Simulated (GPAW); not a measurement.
# CdTe (F-43m) in GPAW: dielectric tensor with LDA

Aim: the dielectric tensor of CdTe with LDA.

All numbers are computed with GPAW 26.7.0; they aren't measurements. Logs are shortened: lines on timing, memory, paths and dates and some standing lists are left out, and cuts for length are marked. The log counts tension as positive stress, the text compression.

**Experimental background.**

A printed reference work, data compilation reports, for a bulk crystal of CdTe at 0 K: band gap 1.607 eV.

The runs below are set against these values where they give the same quantity.

## 1. The structure

It takes space group F-43m (No. 216, cubic). Conventional cell: a = 6.410 Å, b = 6.410 Å, c = 6.410 Å, α = 90.00°, β = 90.00°, γ = 90.00°. Te (site symmetry -43m) is surrounded by 4 Cd at 2.78 Å. Cd (site symmetry -43m) is surrounded by 4 Te at 2.78 Å.

## 2. Dielectric tensor, LDA

File run.py:

```python
import numpy as np
from ase import Atoms
from ase.dft.bandgap import bandgap
from ase.io import write
from gpaw import GPAW, PW
from gpaw.response.df import DielectricFunction

atoms = Atoms(['Te', 'Cd'],
              cell=[[0.0, 3.205, 3.205],
                    [3.205, 0.0, 3.205],
                    [3.205, 3.205, 0.0]],
              scaled_positions=[[0.75, 0.75, 0.75],
                                [0.0, 0.0, 0.0]],
              pbc=True)

calc = GPAW(mode=PW(450),
            xc='LDA',
            kpts={'size': (6, 6, 6), 'gamma': True},
            occupations={'name': 'fermi-dirac', 'width': 0.001},
            nbands=18,
            convergence={'density': 1e-06},
            maxiter=150,
            txt='gpaw.txt')
atoms.calc = calc
energy = atoms.get_potential_energy()
calc.write('gs.gpw')
write('result.traj', atoms)
print(f'Energy: {energy:.6f} eV')
print('Fermi level:', round(calc.get_fermi_level(), 4), 'eV')
print(f'Gap: {bandgap(calc)[0]:.4f} eV, direct: {bandgap(calc, direct=True)[0]:.4f} eV')

for size in [(13, 13, 13), (18, 18, 18)]:
    name = 'x'.join(str(n) for n in size)
    dense = calc.fixed_density(kpts={'size': size, 'gamma': True},
                               nbands=35, convergence={'bands': 29, 'eigenstates': 1e-7},
                               update_fermi_level=True, txt=f'dense-{name}.txt')
    dense.write(f'{name}.gpw', mode='all')
    df = DielectricFunction(f'{name}.gpw', frequencies=np.array([0.0]), hilbert=False, eta=0.001,
                            ecut=80, nbands=29, intraband=False, txt=f'df-{name}.txt')
    for xc in ['RPA', 'LR0.3', 'Bootstrap']:
        for direction in ['x', 'y', 'z', [0, 1, 1], [1, 0, 1], [1, 1, 0]]:
            e0, e = df.get_macroscopic_dielectric_constant(xc=xc, direction=direction)
            print(f'{name} {xc} {direction}: {e0:.4f} without, {e:.4f} with local fields')
```

Potentials or basis: the program's PAW data sets (release 1.2.1) made for this functional, pw.

Launch:

```
$ OMP_NUM_THREADS=1 python run.py
```

gpaw.txt:

```text
__  _  _
 | _ |_)|_||  |
 |__||  | ||/\| - 26.7.0

Input parameters:
  mode=PW(ecut=450.00000000000006),
  convergence={'density': 1e-06},
  kpts=MonkhorstPack(size=(6, 6, 6), gamma=True),
  maxiter=150,
  nbands=18,
  occupations=Occupations(name='fermi-dirac', width=0.001),
  xc=XC(name='LDA')

Diagonalizing LCAO Hamiltonian
Converting LCAO to pw mode

                      Te

       Cd

Atoms  # Å, Bohr magnetons
|   | symbol |        x |        y |        z |    initial magnetic moments |
|---|--------|----------|----------|----------|-----------------------------|
| 0 |     Te | 4.807500 | 4.807500 | 4.807500 | ( 0.0000,  0.0000,  0.0000) |
| 1 |     Cd | 0.000000 | 0.000000 | 0.000000 | ( 0.0000,  0.0000,  0.0000) |

Unit cell  # Å
| periodic |        x |        y |        z |  lengths |    angles |
|----------|----------|----------|----------|----------|-----------|
|      yes | 0.000000 | 3.205000 | 3.205000 | 4.532554 | 60.000000 |
|      yes | 3.205000 | 0.000000 | 3.205000 | 4.532554 | 60.000000 |
|      yes | 3.205000 | 3.205000 | 0.000000 | 4.532554 | 60.000000 |

Number of symmetries: 24
Symmetry operations  # r_c * U_cc + t_c -> r_c
|    | kind |            matrix            |
|----|------|------------------------------|
|  0 |  E   |  1, 0, 0,  0, 1, 0,  0, 0, 1 |
|  1 |  σ   |  1, 0, 0,  0, 0, 1,  0, 1, 0 |
|  2 |  σ   |  1, 0,-1,  0, 1,-1,  0, 0,-1 |
|  3 |  C3  |  1, 0,-1,  0, 0,-1,  0, 1,-1 |
|  4 |  C3  |  1,-1, 0,  0,-1, 1,  0,-1, 0 |
|  5 |  σ   |  1,-1, 0,  0,-1, 0,  0,-1, 1 |
|  6 |  σ   |  0, 1, 0,  1, 0, 0,  0, 0, 1 |
|  7 |  C3  |  0, 1, 0,  0, 0, 1,  1, 0, 0 |
|  8 |  C2  |  0, 1,-1,  1, 0,-1,  0, 0,-1 |
|  9 |  S4  |  0, 1,-1,  0, 0,-1,  1, 0,-1 |
| 10 |  C3  |  0, 0, 1,  1, 0, 0,  0, 1, 0 |
| 11 |  σ   |  0, 0, 1,  0, 1, 0,  1, 0, 0 |
| 12 |  S4  |  0, 0,-1,  1, 0,-1,  0, 1,-1 |
| 13 |  C3  |  0, 0,-1,  0, 1,-1,  1, 0,-1 |
| 14 |  S4  |  0,-1, 1,  1,-1, 0,  0,-1, 0 |
| 15 |  C2  |  0,-1, 1,  0,-1, 0,  1,-1, 0 |
| 16 |  C3  |  0,-1, 0,  1,-1, 0,  0,-1, 1 |
| 17 |  S4  |  0,-1, 0,  0,-1, 1,  1,-1, 0 |
| 18 |  S4  | -1, 1, 0, -1, 0, 1, -1, 0, 0 |
| 19 |  C3  | -1, 1, 0, -1, 0, 0, -1, 0, 1 |
| 20 |  C3  | -1, 0, 1, -1, 1, 0, -1, 0, 0 |
| 21 |  S4  | -1, 0, 1, -1, 0, 0, -1, 1, 0 |
| 22 |  σ   | -1, 0, 0, -1, 1, 0, -1, 0, 1 |
| 23 |  C2  | -1, 0, 0, -1, 0, 1, -1, 1, 0 |

BZ-sampling:
  Number of BZ points: 216
  Number of IBZ points: 16

  Monkhorst-Pack size: [6, 6, 6]
  Monkhorst-Pack shift: [0.08333333333333333, 0.08333333333333333, 0.08333333333333333]

K-points  # in reciprocal-cell coordinates
|     |                                coordinates |     weight |
|-----|--------------------------------------------|------------|
|   0 | (  0.00000000,   0.00000000,   0.00000000) | 0.00462963 |
|   1 | (  0.16666667,   0.16666667,   0.00000000) | 0.02777778 |
|   2 | (  0.16666667,   0.16666667,   0.16666667) | 0.03703704 |
|   3 | (  0.33333333,   0.16666667,   0.16666667) | 0.05555556 |
|   4 | (  0.33333333,   0.33333333,  -0.33333333) | 0.05555556 |
|   5 | (  0.33333333,   0.33333333,   0.00000000) | 0.02777778 |
|   6 | (  0.33333333,   0.33333333,   0.16666667) | 0.11111111 |
|   7 | (  0.33333333,   0.33333333,   0.33333333) | 0.03703704 |
|   8 | (  0.50000000,   0.33333333,  -0.33333333) | 0.11111111 |
|   9 | (  0.50000000,   0.33333333,  -0.16666667) | 0.05555556 |
| ... |                                            |            |
|  15 | (  0.50000000,   0.50000000,   0.50000000) | 0.01851852 |

Plane wave coefficients: 1458
Cutoff: 450.00000000000006 eV

Spin-components: 1 (collinear spins)
Bands:           18
Projectors:      11
Spin-degeneracy: 2
Datatype:        complex128

Parallelization:
  kpt:    1
  domain: 1
  band:   1

Density:
  Valence electrons: 18.0
  Components: 1
  Grid points: [24 24 24]
  Charge: 0.0  # |e|

Potential:
  Grid points: [24 24 24]

species:
  Te:
    name:    Tellurium
    Z:       52.0
    valence: 6
    core:    46
    charge:  0.0  # [|e|]
    compensation charges:
      type: gauss
      rc: 0.36  # [Å]
      lmax: 2
    cutoffs:
      filter: 2.09  # [Å]
      core: 3.17  # [Å]
    projectors
    | kind |    occ | energy [eV] | rcut [Å] |
    |------|--------|-------------|----------|
    |   5s |  2.000 |     -15.337 |    1.180 |
    |   5p |  4.000 |      -6.113 |    1.196 |
    |    s |        |      11.875 |    1.180 |
    |    p |        |      21.098 |    1.196 |
    |    d |        |       0.000 |    1.238 |

    Using partial waves for Te as LCAO basis

  Cd:
    name:    Cadmium
    Z:       48.0
    valence: 12
    core:    36
    charge:  0.0  # [|e|]
    compensation charges:
      type: gauss
      rc: 0.38  # [Å]
      lmax: 2
    cutoffs:
      filter: 2.12  # [Å]
      core: 2.62  # [Å]
    projectors
    | kind |    occ | energy [eV] | rcut [Å] |
    |------|--------|-------------|----------|
    |   5s |  2.000 |      -5.950 |    1.191 |
    |   5p |  0.000 |      -1.328 |    1.228 |
    |   4d | 10.000 |     -11.904 |    1.164 |
    |    s |        |      21.261 |    1.191 |
    |    p |        |      25.883 |    1.228 |
    |    d |        |      15.307 |    1.164 |

    Using partial waves for Cd as LCAO basis

Reference energy: -336673.462795  # eV

eigensolver:
  PPCG
  Converge bands: occupied
  niter=2

density mixing:
  MSR1-Mixer
  Pratt-step length: 0.05
  Maximum mixing coefficient: 0.75
  Old densities: 10
  SVD Regularization: 0.005
  Good broyden scale: 1.0
  Trust region scale: 1.0
  Backstep threshold: 4.0
  History deletion threshold: 6.0
  Fourier metric: weight=20.0, sigma=0.015

occupation numbers:
  Fermi-Dirac:
    width: 0.0010  # eV

poisson solver:
  ecut: 3600.0000000000005  # eV

xc functional:
  name: None

convergence criteria:
- Maximum integral of absolute [dens]ity change: 1e-06 electrons / valence electron
- Maximum [total energy] change in last 3 cyles: 0.0005 eV / valence electron
- Maximum integral of absolute [eigenst]ate change: 4e-08 eV^2 / valence electron
maximum number of iterations: 150

SCF iterations
|iter     | |      energy | eigst |  dens |
|---------|-|-------------|-------|-------|
|iter:   1| |   -6.525592 | -0.39 |       |
|iter:   2| |   -6.481256 | -2.39 | -1.28 |
|iter:   3| |   -6.303043 | -1.78 | -1.32 |
|iter:   4| |   -6.297905 | -3.50 | -1.80 |
|iter:   5| |   -6.296825c| -3.87 | -2.27 |
|iter:   6| |   -6.296821c| -5.64 | -3.02 |
|iter:   7| |   -6.296821c| -7.09 | -3.61 |
|iter:   8| |   -6.296821c| -7.73c| -4.47 |
|iter:   9| |   -6.296821c| -8.38c| -5.52 |
|iter:  10| |   -6.296821c| -8.80c| -6.05c|

Converged in 10 steps
Energy contributions relative to reference atoms: (reference = -336673.462795)

Energy contributions:
  Kinetic:          17.527912
  Coulomb:         -15.920484
  Zero:              0.243789
  External:          0.000000
  Xc:               -8.148038
  Entropy:          -0.000000
  Spinorbit:         0.000000
  ----------------------------
  Free energy:      -6.296821
  Extrapolated:     -6.296821

dipole moment: (-16.657092, -16.657092, -16.657092)  # |e|*Ang

Fermi level: 4.046
Eigenvalues  # (at kpt = [0.000, 0.000, 0.000])
| band index |      eig [eV] | occ [0-2] |
|------------|---------------|-----------|
|          0 |        -7.681 |     2.000 |
|          1 |        -4.573 |     2.000 |
|          2 |        -4.573 |     2.000 |
|          3 |        -4.573 |     2.000 |
|          4 |        -4.280 |     2.000 |
|          5 |        -4.280 |     2.000 |
[... 10 lines left out ...]
|         16 |        13.731 |     0.000 |
|         17 |        13.731 |     0.000 |

Gap: 0.608 eV
Transition (v -> c):
  (s=0, k=0, n=8, [0.00, 0.00, 0.00]) -> (s=0, k=0, n=9, [0.00, 0.00, 0.00])
No difference between direct/indirect transitions
# Writing to gs.gpw (mode='')
```

It took 3.8 min on 1 thread of Intel Xeon Platinum 8488C (Sapphire Rapids), shared host; peak memory 0.61 GiB.

Results:

* Free energy: -6.2968 eV
* Band gap on the k mesh: 0.61 eV, direct
* Electronic dielectric tensor (diagonal): 8.85

Electronic dielectric tensor:
```
8.85 0.00 0.00
0.00 8.85 0.00
0.00 0.00 8.85
```

Caveat: the dielectric constant isn't converged in the k mesh; the gap is small at this level, which inflates the dielectric constant; the long-wavelength limit can be off by several per cent where d states take part; spin-orbit coupling is left out, which moves the levels of the heavy elements.

## 3. Against experiment

Step 2. Measured gap of CdTe: 1.607 eV (0 K; a printed reference work, data compilation). This calculation gives 0.61 eV (-1.00 eV). Spin-orbit coupling on Cd, Te is left out. The value is that of LDA on a finite k mesh, which can miss the band edges, without temperature or zero-point motion. Semilocal functionals fall short of measured gaps as a rule.
